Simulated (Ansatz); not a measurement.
Input of an Ansatz 0.2.0 run:

The input input.yaml:

```yaml
crystal:
  lattice:
    - [3.179064, 0.0, 0.0]
    - [0.0, 3.179064, 0.0]
    - [0.0, 0.0, 3.179064]
  atoms:
    - { symbol: Ti, position: [0.0, 0.0, 0.0] }
    - { symbol: Al, position: [0.5, 0.5, 0.5] }
hamiltonian:
  xc: pbe
  pseudopotentials: { kind: paw }
  dispersion: d4
kpoints:
  mp_grid: { grid: [8, 8, 8] }
scf:
  occupations: { method: fermi_dirac, width: 0.05 }
output:
  forces: true
  stress: true
  eigenvalues: true
relax:
  f_tol: 0.01
  max_steps: 40
  cell: { stress_tol: 0.05 }
```

Potentials or basis: Ansatz PAW.

Launch:

```sh
$ ansatz run input.yaml --threads 2 --pin off --max-ram 5632MiB --backend cpu --events-out ev --progress --plain --runs-dir out
```

Q: What does it give for the relaxed volume?

A: 15.78 Å³/atom.

Q: What does it give for the band gap on the k mesh?

A: None (metal or under the smearing width).

Step by step:
```csv
step,energy change (eV),largest force (eV/Å),volume (Å³)
1,0.0000,0.0000,32.13
2,-0.0029,0.0000,31.28
3,-0.0037,0.0000,31.57
4,-0.0036,0.0000,31.57
```

Caveat: the plane-wave basis is chosen anew once the cell has moved, so the energies of steps on either side of that aren't comparable; pairwise dispersion overbinds metals, which lowers pressure and volume.
